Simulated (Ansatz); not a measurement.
**HgH3: competing structures**

Computed with DFT PBE, scalar-relativistic, plane waves, PAW (Ansatz). All cells share a 420 eV cutoff and Γ-centred k meshes spaced at most about 0.3 Å⁻¹ (about 0.25 or finer for metals, 2π included). No spin polarisation.

Energies over the elements count from the elements' standard structures at the same level (H₂ as a molecule), with no fitted energy shifts. The references include crystalline Hg.

These are static total energies at zero pressure. The comparison covers the computed candidates alone. For metals, differences of a few meV/atom aren't resolved. No dispersion correction is applied, so the spacing and binding between layers, chains or molecules are poorly described (Pm-3m, P-6m2 at 24.2 Å³/atom, P-6m2 at 10.7 Å³/atom, P6_3/mmc, Fm-3m), and this can change margins and order among such cells. Spin–orbit coupling, which can matter for Hg, is left out. Kohn–Sham gaps at this level usually fall short of measured ones. The missing spin–orbit coupling can work the other way here. With hydrogen, zero-point motion can shift formation energies by some tens of meV/atom.

Invented guesses were relaxed alike, and ends that match in structure were merged. ΔE counts from the first row. Coordination counts H atoms around Hg (those within 1.25 times the shortest such distance or 1.15 times the sum of covalent radii; a plus sign parts nearer from farther groups; the shortest distance is added where it is long for a bond; a slash parts the counts of unlike sites). The ends were matched against large subsets of the Crystallography Open Database and the Materials Project, so a missing match doesn't prove that a structure is unreported.

```tsv
#	reached from	type and space group	atoms	Å³/atom	coordination	ΔE (meV/atom)	gap on mesh (eV)	in databases	checks
1	random cell	Pm-3m (No. 221)	8	46.0	Hg 6+6 from 3.2 Å/24 from 5.1 Å	0	4.85	no match	imaginary modes at Γ (to 33i cm⁻¹)
2	Tb3Pr type (P-6m2)	P-6m2 (No. 187)	4	24.2	Hg 2	185	0.00	no match	-
3	random cell	P-6m2 (No. 187)	4	10.7	Hg 6+12 from 3.2 Å	675	0.00	no match	-
4	random cell	anti-Li3N, P6/mmm (No. 191)	4	11.0	Hg 2+6	729	0.00	no match	-
5	Hf3Pb type (P6_3/mmc)	P6_3/mmc (No. 194)	8	10.5	Hg 6	730	0.00	no match	-
6	random cell	Fm-3m (No. 225)	8	10.4	Hg 12 from 2.6 Å	915	0.00	no match	-
7	Zr3Ag type (P4/mmm)	P4/mmm (No. 123)	4	9.0	Hg 12	1145	0.00	no match	-
```

The lowest: Space group Pm-3m (No. 221), cubic, a = 7.167 Å. Around Hg on its first site lie 6 H at 3.21 Å and 6 H at 3.96 Å (long contacts); around Hg on its second site lie 24 H at 5.08 Å (long contacts); H is surrounded by 1 H at 0.75 Å, 1 Hg at 3.21 Å, 1 Hg at 3.96 Å, 4 H at 4.54 Å, 4 Hg at 5.08 Å and 8 H at 5.10 Å. Its energy over the elements is +0.034 eV/atom. The separate elements lie lower, so it is unstable against them. An observed structure of this formula, if there is one, may be missing.

```xyz
8
Lattice="7.1669 0.0000 0.0000 0.0000 7.1669 0.0000 0.0000 0.0000 7.1669" Properties=species:S:1:pos:R:3 pbc="T T T"
Hg    3.5834    3.5834    3.5834
Hg    0.0000    0.0000    0.0000
H     0.3762    3.5834    3.5834
H     6.7907    3.5834    3.5834
H     3.5834    0.3762    3.5834
H     3.5834    6.7907    3.5834
H     3.5834    3.5834    0.3762
H     3.5834    3.5834    6.7907
```

The second: Space group P-6m2 (No. 187), hexagonal, a = 5.399 Å, c = 3.833 Å. Hg has 2 H at 1.92 Å; around H on a site of symmetry -6m2 lie 2 Hg at 1.92 Å; H on a site of symmetry 3m is surrounded by 1 H at 0.75 Å. Counting H atoms around Hg, the first has Hg 6+6 from 3.2 Å/24 from 5.1 Å and the second has Hg 2. The first and the second both hold H–H pairs as short as in free H₂ molecules. Shaken at random and relaxed again, row 1 came back. Cells without such a test can be saddle points.

```yaml
crystal:
  lattice:
    - [5.39905, 0.00000, 0.00000]
    - [-2.69953, 4.67572, 0.00000]
    - [0.00000, 0.00000, 3.83281]
  atoms:
    - { symbol: Hg, position: [0.00000, 0.00000, 0.00000] }
    - { symbol: H, position: [0.00000, 0.00000, 0.50000] }
    - { symbol: H, position: [0.66667, 0.33333, 0.40178] }
    - { symbol: H, position: [0.66667, 0.33333, 0.59822] }
```

Some structure types and database cells were kept out of the candidates from the start, so a known form may be missing.
